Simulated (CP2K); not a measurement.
InP in CP2K: the effect of dispersion

Crystal: InP.

```xyz
2
Lattice="4.1444 0.0000 0.0000 2.0722 3.5891 0.0000 2.0722 1.1964 3.3838" Properties=species:S:1:pos:R:3 pbc="T T T"
In    0.0000    0.0000    0.0000
P     6.2165    3.5891    2.5379
```

Alike in all runs:

| Quantity | Value |
| --- | --- |
| Program | CP2K 2026.2 |
| Task | single point |
| Functional | PBE |
| Potentials or basis | POTENTIAL_UZH In GTH-PBE-q13, P GTH-PBE-q5; TZVP-MOLOPT-PBE-GTH basis |
| Density cutoff | 6123 eV |
| k mesh | 8 × 8 × 8 |
| Occupations | fermi-dirac, width 0.05 eV |
| Spin | no spin polarisation |

```csv
dispersion,pressure (GPa)
none,3.9
D2,-0.2
D3,2.5
D3(BJ),1.7
D4,1.6
rVV10,?
D3(BJ)+ATM,1.8
```

**Question.** What does the run with dispersion rVV10 give?

**Answer.** Pressure 3.1 GPa.

Caveats: the basis of atomic orbitals isn't converged, which shifts pressures, moduli and gaps.
